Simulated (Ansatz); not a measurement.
## What biaxial strain −0.37 %, plane normal [001], relaxed out of plane does to BeO

Base system: BeO in the wurtzite structure (space group P6_3mc, No. 186; a = 2.6905 Å, c = 4.3699 Å). Axes: x lies along a and z along c of the hexagonal cell.

Now apply this change: compressive biaxial strain of 0.37 % in the plane normal to [001], as in epitaxy on a mismatched substrate; the out-of-plane cell vector and the atoms relax.

Computed with r2SCAN/PAW in Ansatz (a quantum-chemistry and plane-wave program), no SOC. Γ-centred 14×14×8 mesh, Fermi–Dirac width 0.05 eV.

| quantity | base | changed | shift |
|---|---|---|---|
| volume per atom | 6.85 Å³ | 6.81 Å³ | -0.04 Å³ |
| space group | P6_3mc (No. 186) | P6_3mc (No. 186) | – |
| shortest interatomic distance | 1.643 Å | 1.638 Å | -0.005 Å |
| pressure (mean of the normal stresses, compression positive) | 0.00 GPa | 1.40 GPa | +1.40 GPa |
| band gap | 8.55 eV | 8.63 eV | +0.08 eV |
| gap character | direct at Γ | direct at Γ | – |
| width of the top valence band | 2.46 eV | 2.45 eV | -0.01 eV |
| electron mass | 0.53 mₑ along c, 0.61 mₑ across (at Γ) | 0.53 mₑ out of plane, 0.62 mₑ in plane (at Γ) | – |
| valence-band top at Γ (three highest levels, from the VBM) | 0.00, -0.04, -0.04 eV | 0.00, -0.01, -0.01 eV | – |
| out-of-plane strain | – | +0.13 % | – |
| mean in-plane stress (compression positive) | – | +2.1 GPa | – |

Masses are band curvatures over ±0.01 Å⁻¹ around the edge. Whether these cells are dynamically stable was not tested.
